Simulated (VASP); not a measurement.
# W (Im-3m) in VASP: a series of runs

Runs on W. Level: PBE. Tasks: single point.

Everything below comes from runs of VASP 6.6.1. Logs are shortened: lines on timing, memory, paths and dates and some standing lists are left out, and cuts for length are marked.

**1. The structure**

It takes space group Im-3m (No. 229, cubic). The conventional cell has a = 3.186 Å, b = 3.186 Å, c = 3.186 Å, α = 90.00°, β = 90.00°, γ = 90.00°. Around W (site symmetry m-3m) lie 8 W at 2.76 Å.

**2. Single point, PBE**

Input file INCAR:

```
SYSTEM = W
  ALGO = Normal
  EDIFF = 1E-7
  ENCUT = 520
  GGA = PE
  ISIF = 2
  ISMEAR = 0
  LASPH = .TRUE.
  LCHARG = .FALSE.
  LREAL = .FALSE.
  LWAVE = .FALSE.
  NELM = 80
  PREC = Accurate
  SIGMA = 0.3
```

Input file KPOINTS:

```
k-points
0
G
  18 18 18
  0 0 0
```

Input file POSCAR:

```
W                                       
1.0
   -1.5928527436      1.5928527436      1.5928527436
    1.5928527436     -1.5928527436      1.5928527436
    1.5928527436      1.5928527436     -1.5928527436
  W             
     1
Direct
     0.0000000000000000    0.0000000000000000    0.0000000000000000
```

Potentials or basis: VASP PAW PBE potentials, release 64 (W_sv).

Command:

```console
> cat potpaw_PBE.64/W_sv/POTCAR > POTCAR
> mpirun -np 1 vasp_std > vasp.out
```

OUTCAR:

```text
SYSTEM = W
   EDIFF = 1E-7
   ENCUT = 520
   GGA = PE
   ISIF = 2
   ISMEAR = 0
   LASPH = .TRUE.
   LREAL = .FALSE.
   NELM = 80
   PREC = Accurate

 ion  position               nearest neighbor table
   1  0.000  0.000  0.000-

  LATTYP: Found a body centered cubic cell.
 ALAT       =     3.1857054872

  Lattice vectors:

 A1 = (  -1.5928527436,   1.5928527436,   1.5928527436)
 A2 = (   1.5928527436,  -1.5928527436,   1.5928527436)
 A3 = (   1.5928527436,   1.5928527436,  -1.5928527436)

Analysis of symmetry for initial positions (statically):
=====================================================================
 Subroutine PRICEL returns:
 Original cell was already a primitive cell.

 Routine SETGRP: Setting up the symmetry group for a
 body centered cubic supercell.

 Subroutine GETGRP returns: Found 48 space group operations
 (whereof 48 operations were pure point group operations)
 out of a pool of 48 trial point group operations.

The static configuration has the point symmetry O_h .

Analysis of symmetry for dynamics (positions and initial velocities):
=====================================================================
 Subroutine PRICEL returns:
 Original cell was already a primitive cell.

 Routine SETGRP: Setting up the symmetry group for a
 body centered cubic supercell.

 Subroutine GETGRP returns: Found 48 space group operations
 (whereof 48 operations were pure point group operations)
 out of a pool of 48 trial point group operations.

The dynamic configuration has the point symmetry O_h .

 Subroutine INISYM returns: Found 48 space group operations
 (whereof 48 operations are pure point group operations),
 and found     1 'primitive' translations

----------------------------------------------------------------------------------------

                                     Primitive cell

  volume of cell :      16.1654

  direct lattice vectors                    reciprocal lattice vectors
    -1.592852744  1.592852744  1.592852744     0.000000000  0.313902212  0.313902212
     1.592852744 -1.592852744  1.592852744     0.313902212  0.000000000  0.313902212
     1.592852744  1.592852744 -1.592852744     0.313902212  0.313902212  0.000000000

  length of vectors
     2.758901881  2.758901881  2.758901881     0.443924766  0.443924766  0.443924766

  position of ions in fractional coordinates (direct lattice)
     0.000000000  0.000000000  0.000000000

  ion indices of the primitive-cell ions
   primitive index   ion index
                 1           1

----------------------------------------------------------------------------------------

 KPOINTS: k-points

Automatic generation of k-mesh.
 Grid dimensions read from file:
 generate k-points for:   18   18   18

 Generating k-lattice:

  Cartesian coordinates                     Fractional coordinates (reciprocal lattice)
     0.000000000  0.017439012  0.017439012     0.055555556  0.000000000  0.000000000
     0.017439012  0.000000000  0.017439012     0.000000000  0.055555556  0.000000000
     0.017439012  0.017439012  0.000000000     0.000000000  0.000000000  0.055555556

  Length of vectors
     0.024662487  0.024662487  0.024662487

  Shift w.r.t. Gamma in fractional coordinates (k-lattice)
     0.000000000  0.000000000  0.000000000

 Subroutine IBZKPT returns following result:
 ===========================================

 Found    195 irreducible k-points:

 Following reciprocal coordinates:
            Coordinates               Weight
  0.000000  0.000000  0.000000      1.000000
  0.055556  0.000000  0.000000     12.000000
  0.111111  0.000000  0.000000     12.000000
  0.166667  0.000000  0.000000     12.000000
  0.222222  0.000000  0.000000     12.000000
  0.277778  0.000000  0.000000     12.000000
[... 16 lines left out ...]
  0.333333  0.111111  0.000000     48.000000
  0.388889  0.111111  0.000000     48.000000
 [... further k-points ...]
   k-points           NKPTS =    195   k-points in BZ     NKDIM =    195   number of bands    NBANDS=     11
   number of dos      NEDOS =    301   number of ions     NIONS =      1
   total plane-waves  NPLWV =  13824
   dimension x,y,z NGX =    24 NGY =   24 NGZ =   24
   dimension x,y,z NGXF=    48 NGYF=   48 NGZF=   48
   ions per type =               1
   NGX,Y,Z   is equivalent  to a cutoff of  14.46, 14.46, 14.46 a.u.
   NGXF,Y,Z  is equivalent  to a cutoff of  28.92, 28.92, 28.92 a.u.
 SYSTEM =  W
   PREC   = accura    normal or accurate (medium, high low for compatibility)
   ISTART =      0    job   : 0-new  1-cont  2-samecut
   ICHARG =      2    charge: 1-file 2-atom 10-const
   ISPIN  =      1    spin polarized calculation?
   LNONCOLLINEAR =      F non collinear calculations
   LSORBIT =      F    spin-orbit coupling
   LASPH  =      T    aspherical Exc in radial PAW
   ENCUT  =  520.0 eV  38.22 Ry    6.18 a.u.   5.13  5.13  5.13*2*pi/ulx,y,z
   NELM   =     80;   NELMIN=  2; NELMDL= -5     # of ELM steps
   EDIFF  = 0.1E-06   stopping-criterion for ELM
   LREAL  =      F    real-space projection
   EDIFFG = 0.1E-05   stopping-criterion for IOM
   NSW    =      0    number of steps for IOM
   IBRION =     -1    ionic relax: 0-MD 1-quasi-New 2-CG
   NFREE  =      0    steps in history (QN), initial steepest desc. (CG)
   ISIF   =      2    stress and relaxation
   ISYM   =      2    0-nonsym 1-usesym 2-fastsym
   POTIM  = 0.5000    time-step for ionic-motion
   TEBEG  =    0.0;   TEEND  =   0.0 temperature during run
   PSTRESS=    0.0 pullay stress
   NELECT =      14.0000    total number of electrons
   NUPDOWN=      -1.0000    fix difference up-down
   EMIN   =  10.00;   EMAX   =-10.00  energy-range for DOS
   EFERMI =   0.00;   METHOD = LEGACY
   ISMEAR =     0;   SIGMA  =   0.30  broadening in eV -4-tet -1-fermi 0-gaus
   EFERMI_NEDOS =   21; number of points for ismear=-14 and -15
   IALGO  =     38    algorithm
   IMIX   =      4    mixing-type and parameters
     AMIX     =   0.40;   BMIX     =  1.00
     AMIX_MAG =   1.60;   BMIX_MAG =  1.00
  volume/ion in A,a.u.               =      16.17       109.09
  Fermi-wavevector in a.u.,A,eV,Ry     =   1.560469  2.948859 33.131061  2.435064
  Thomas-Fermi vector in A             =   2.663677
   LORBIT       =      0    0 simple, 1 ext, 2 COOP (PROOUT), +10 PAW based schemes
   GGA     = PE    functional components
   LHFCALC =     F    Hartree Fock is set to
   AEXX    =    0.0000 exact exchange contribution
   IVDW    =     0    specifies the selected vdW correction
   LEPSILON=     F    determine dielectric tensor
   LRPA    =     F    only Hartree local field effects (RPA)
 non-spin polarized calculation
 Gauss-broadening in eV      SIGMA  =   0.30
  energy-cutoff  :      520.00
  volume of cell :       16.17
 maximum number of plane-waves:       466
 NGX is ok and might be reduce to    24
   NGX = 11   NGY = 11   NGZ = 11

 number of electron      14.0000002 magnetization

 Free energy of the ion-electron system (eV)
  ---------------------------------------------------
  ext. energy  EPLUGINS =         0.00000000
  ---------------------------------------------------
  free energy    TOTEN  =       -12.96282036 eV

  energy without entropy =      -12.93908150  energy(sigma->0) =      -12.95095093

 E-fermi :  11.1562     XC(G=0): -13.5299

 val. band max:       11.1550587547   @ k =  -0.2778   0.3333   0.2222
 cond. band min:      11.1718271260   @ k =   0.5000   0.5000   0.2222
 fundamental gap:      0.0167683713
 Fermi energy:        11.1561538344

 k-point     1 :       0.0000    0.0000    0.0000
  band No.  band energies     occupation
      1     -63.0458      2.00000
      2     -26.6360      2.00000
      3     -26.6360      2.00000
      4     -26.6360      2.00000
      5       1.6335      2.00000
      6       9.9660      2.00000
      7       9.9660      2.00000
      8       9.9660      2.00000
      9      13.3779      0.00000
     10      13.3779      0.00000
     11      25.6339      0.00000

 k-point     2 :       0.0556    0.0000    0.0000
  band No.  band energies     occupation
      1     -63.0421      2.00000
      2     -26.6753      2.00000
      3     -26.6484      2.00000
      4     -26.6362      2.00000
      5       1.7799      2.00000
      6       9.8770      2.00000
      7       9.9463      2.00000
      8      10.1067      2.00000
      9      13.2349      0.00000
     10      13.3788      0.00000
     11      25.7588      0.00000

 k-point     3 :       0.1111    0.0000    0.0000
  band No.  band energies     occupation
      1     -63.0315      2.00000
      2     -26.7873      2.00000
      3     -26.6836      2.00000
      4     -26.6367      2.00000
      5       2.2033      2.00000
      6       9.6311      2.00000
      7       9.8608      2.00000
      8      10.5241      1.99711
      9      12.9275      0.00000
     10      13.3885      0.00000
     11      26.0706      0.00000

 k-point     4 :       0.1667    0.0000    0.0000
  band No.  band energies     occupation
      1     -63.0152      2.00000
      2     -26.9557      2.00000
      3     -26.7373      2.00000
      4     -26.6375      2.00000
      5       2.8526      2.00000
      6       9.2799      2.00000
      7       9.6667      2.00000
      8      11.2043      0.82040
      9      12.6996      0.00000
     10      13.4240      0.00000
     11      26.3374      0.00000
[... 239 lines left out ...]
 k-point    22 :       0.2778    0.1111   -0.0000
  band No.  band energies     occupation
      1     -62.9484      2.00000
      2     -27.5563      2.00000
      3     -26.9582      2.00000
      4     -26.6920      2.00000
      5       5.2455      2.00000
      6       8.1994      2.00000
      7       9.2032      2.00000
      8      12.7893      0.00000
      9      14.0759      0.00000
     10      15.1371      0.00000
     11      24.2124      0.00000

 k-point    23 :       0.3333    0.1111    0.0000
  band No.  band energies     occupation
      1     -62.9329      2.00000
      2     -27.6853      2.00000
      3     -27.0211      2.00000
      4     -26.6942      2.00000
      5       5.4297      2.00000
      6       7.9734      2.00000
      7       9.8353      2.00000
      8      13.0622      0.00000
      9      14.2128      0.00000
     10      16.4014      0.00000
     11      22.9418      0.00000

 k-point    24 :       0.3889    0.1111    0.0000
  band No.  band energies     occupation
      1     -62.9228      2.00000
      2     -27.7682      2.00000
      3     -27.0621      2.00000
      4     -26.6955      2.00000
      5       5.4384      2.00000
      6       7.8347      2.00000
      7      10.5455      1.99601
      8      13.1432      0.00000
      9      14.4335      0.00000
     10      17.4182      0.00000
     11      21.8080      0.00000

 [... further k-points ...]
[... 5 lines left out ...]
  --------------------------------------------------------------------------------------
  -------------------------------------------------------------------------------------
  Total        0.0005018      0.0005018      0.0005018      0.0000000      0.0000000      0.0000000
  in kB        0.0497373      0.0497373      0.0497373      0.0000000      0.0000000      0.0000000
  external PRESSURE =       0.0497373 kB  Pullay stress =       0.0000000 kB

 VOLUME and BASIS-vectors are now :
 -----------------------------------------------------------------------------
  energy-cutoff  :      520.00
  volume of cell :       16.17
      direct lattice vectors                 reciprocal lattice vectors
    -1.592852744  1.592852744  1.592852744     0.000000000  0.313902212  0.313902212
     1.592852744 -1.592852744  1.592852744     0.313902212  0.000000000  0.313902212
     1.592852744  1.592852744 -1.592852744     0.313902212  0.313902212  0.000000000

 POSITION                                       TOTAL-FORCE (eV/Angst)
 -----------------------------------------------------------------------------------
      0.00000      0.00000      0.00000         0.000000     -0.000000     -0.000000
 -----------------------------------------------------------------------------------
    total drift:                                0.000000      0.000000      0.000000

  FREE ENERGIE OF THE ION-ELECTRON SYSTEM (eV)
  ---------------------------------------------------
  free  energy   TOTEN  =       -12.9628203620 eV

  energy  without entropy=      -12.9390815022  energy(sigma->0) =      -12.95095093
```

Wall time 16 s (1 thread of Intel Xeon Platinum 8488C (Sapphire Rapids), shared host); peak memory 0.17 GiB.

Results:

- Free energy: -12.9628 eV
- Pressure: 0.0 GPa
- Band gap on the k mesh: none (metal or under the smearing width)

The run has no spin-orbit coupling, so splittings on W are missing.

**3. Single point, PBE (a relaxed cell with its volume scaled by 0.97)**

INCAR is that of step 2.

KPOINTS is that of step 2.

Input file POSCAR:

```
W                                       
1.0
   -1.5767622218      1.5767622218      1.5767622218
    1.5767622218     -1.5767622218      1.5767622218
    1.5767622218      1.5767622218     -1.5767622218
  W             
     1
Direct
     0.0000000000000000    0.0000000000000000    0.0000000000000000
```

Potentials or basis: VASP PAW PBE potentials, release 64 (W_sv).

Command:

```console
> cat potpaw_PBE.64/W_sv/POTCAR > POTCAR
> mpirun -np 1 vasp_std > vasp.out
```

It took 15 s on 1 thread of Intel Xeon Platinum 8488C (Sapphire Rapids), shared host; peak memory 0.15 GiB.

Results (log left out):

```yaml
Free_energy: -12.9479 eV
Pressure: 9.9 GPa
Band_gap_on_the_k_mesh: none (metal or under the smearing width)
```

Levels at points of the mesh, in eV from the Fermi level:
| k point | band 5 | band 6 | band 7 | band 8 | band 9 | band 10 |
| --- | --- | --- | --- | --- | --- | --- |
| (0.00, 0.00, 0.00) | -9.70 | -1.25 | -1.25 | -1.25 | 2.29 | 2.29 |
| (0.50, 0.00, 0.00) | -6.35 | -3.62 | 0.72 | 2.19 | 3.18 | 6.25 |
| (0.50, 0.50, 0.50) | -5.92 | -5.92 | 5.25 | 5.25 | 5.25 | 8.34 |

The run has no spin-orbit coupling, so splittings on W are missing.

**4. Single point, PBE (a relaxed cell with its volume scaled by 1.03)**

INCAR is that of step 3.

KPOINTS is that of step 3.

Input file POSCAR:

```
W                                       
1.0
   -1.6086245886      1.6086245886      1.6086245886
    1.6086245886     -1.6086245886      1.6086245886
    1.6086245886      1.6086245886     -1.6086245886
  W             
     1
Direct
     0.0000000000000000    0.0000000000000000    0.0000000000000000
```

Command:

```console
> cat potpaw_PBE.64/W_sv/POTCAR > POTCAR
> mpirun -np 1 vasp_std > vasp.out
```

Wall time 16 s (1 thread of Intel Xeon Platinum 8488C (Sapphire Rapids), shared host); peak memory 0.17 GiB.

It converged, with:

```yaml
Free_energy: -12.9500 eV
Pressure: -8.5 GPa
Band_gap_on_the_k_mesh: none (metal or under the smearing width)
```

Levels at points of the mesh, in eV from the Fermi level:
| k point | band 5 | band 6 | band 7 | band 8 | band 9 | band 10 |
| --- | --- | --- | --- | --- | --- | --- |
| (0.00, 0.00, 0.00) | -9.35 | -1.14 | -1.14 | -1.14 | 2.16 | 2.16 |
| (0.50, 0.00, 0.00) | -5.95 | -3.33 | 0.53 | 2.02 | 2.94 | 5.73 |
| (0.50, 0.50, 0.50) | -5.44 | -5.44 | 4.83 | 4.83 | 4.83 | 7.87 |

The run has no spin-orbit coupling, so splittings on W are missing.

(Continued in part 2 of 2.)
